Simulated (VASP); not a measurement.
All values below come from PBE GGA, VASP's PBE PAW potentials (set 64) (plane waves; VASP).

VASP ran on this input.

KPOINTS:
```
Automatic mesh
0
Gamma
8 8 6
0 0 0
```

### INCAR
```
# general
SYSTEM  = CoPt
PREC    = Accurate
ENCUT   = 400
LREAL   = .False.
LASPH   = .True.

# electronic loop
EDIFF   = 1E-6
NELM    = 100
ALGO    = Normal
LMAXMIX = 6

# smearing
ISMEAR  = 1
SIGMA   = 0.1

# functional
GGA     = PE

# spin
ISPIN   = 2
MAGMOM  = 2.0 0.0

# ions
ISIF    = 2

# output
LWAVE   = .False.
LCHARG  = .False.
LORBIT  = 10
```

### POSCAR
```
CoPt
3.70
  0.7270270270   0.0000000000   0.0000000000
  0.0000000000   0.7270270270   0.0000000000
  0.0000000000   0.0000000000   1.0000000000
Co Pt
1 1
Cartesian
  0.0000000000   0.0000000000   0.0000000000
  0.3635135135   0.3635135135   0.5000000000
```

POTCAR, in this order: Co Pt (PBE.64 set). Program: vasp_std.

Output

### OSZICAR
```
       N       E                     dE             d eps       ncg     rms          rms(c)
DAV:   1     0.869699479420E+02    0.86970E+02   -0.74275E+03  3430   0.121E+03
DAV:   2    -0.113700349813E+02   -0.98340E+02   -0.90458E+02  3564   0.257E+02
DAV:   3    -0.147147606925E+02   -0.33447E+01   -0.32187E+01  3966   0.576E+01
DAV:   4    -0.147572771148E+02   -0.42516E-01   -0.42492E-01  4016   0.570E+00
DAV:   5    -0.147585205426E+02   -0.12434E-02   -0.12434E-02  4112   0.106E+00    0.167E+01
DAV:   6    -0.168455154494E+02   -0.20870E+01   -0.16433E+01  3522   0.979E+01    0.244E+01
DAV:   7    -0.134283525820E+02    0.34172E+01   -0.10314E+01  4196   0.909E+01    0.795E+00
DAV:   8    -0.134068276158E+02    0.21525E-01   -0.47589E-01  3848   0.948E+00    0.368E+00
DAV:   9    -0.133270081644E+02    0.79819E-01   -0.10247E-01  4396   0.787E+00    0.127E+00
DAV:  10    -0.133256361969E+02    0.13720E-02   -0.22310E-02  4880   0.220E+00    0.402E-01
DAV:  11    -0.133250546129E+02    0.58158E-03   -0.18363E-03  4606   0.100E+00    0.231E-01
DAV:  12    -0.133247949360E+02    0.25968E-03   -0.32443E-04  4528   0.372E-01    0.102E-01
DAV:  13    -0.133248298108E+02   -0.34875E-04   -0.11210E-04  4764   0.131E-01    0.556E-02
DAV:  14    -0.133248069899E+02    0.22821E-04   -0.10792E-05  4510   0.811E-02    0.353E-02
DAV:  15    -0.133248017342E+02    0.52557E-05   -0.38970E-05  3942   0.592E-02    0.130E-02
DAV:  16    -0.133248016731E+02    0.61096E-07   -0.11733E-06  1928   0.229E-02
   1 F= -.13324802E+02 E0= -.13324872E+02  d E =0.210497E-03  mag=     2.3549
```

File OUTCAR:
```
------------------------ aborting loop because EDIFF is reached ----------------------------------------
  FORCE on cell =-STRESS in cart. coord.  units (eV):
  Direction    XX          YY          ZZ          XY          YZ          ZX
  --------------------------------------------------------------------------------------
  Total        0.2567244      0.2567244      0.3314974      0.0000000      0.0000000     -0.0000000
  in kB       15.3628371     15.3628371     19.8373836      0.0000000      0.0000000     -0.0000000
  external PRESSURE =      16.8543526 kB  Pullay stress =       0.0000000 kB
  volume of cell :       26.77
      direct lattice vectors                 reciprocal lattice vectors
     2.690000000  0.000000000  0.000000000     0.371747212  0.000000000  0.000000000
     0.000000000  2.690000000  0.000000000     0.000000000  0.371747212  0.000000000
     0.000000000  0.000000000  3.700000000     0.000000000  0.000000000  0.270270270
 POSITION                                       TOTAL-FORCE (eV/Angst)
 -----------------------------------------------------------------------------------
      0.00000      0.00000      0.00000         0.000000      0.000000      0.000000
      1.34500      1.34500      1.85000         0.000000      0.000000      0.000000
 -----------------------------------------------------------------------------------
    total drift:                                0.000000     -0.000000     -0.000000
  FREE ENERGIE OF THE ION-ELECTRON SYSTEM (eV)
  ---------------------------------------------------
  free  energy   TOTEN  =       -13.3248016731 eV

  energy  without entropy=      -13.3250121705  energy(sigma->0) =      -13.32487184

 total charge

# of ion       s       p       d       tot
------------------------------------------
    1        0.411   0.444   7.195   8.050
    2        0.716   0.669   8.038   9.423
--------------------------------------------------
tot          1.127   1.113  15.233  17.473

 magnetization (x)

# of ion       s       p       d       tot
------------------------------------------
    1       -0.001  -0.010   1.942   1.931
    2       -0.011  -0.048   0.495   0.436
--------------------------------------------------
tot         -0.012  -0.058   2.438   2.367
```
(Selected blocks of OUTCAR.)

The compound is CoPt in the L1_0 structure. The cell was not relaxed at this level. The run is one of a series of settings (KPOINTS 8×8×6 Γ-centred mesh against the base run), some of them coarse on purpose.
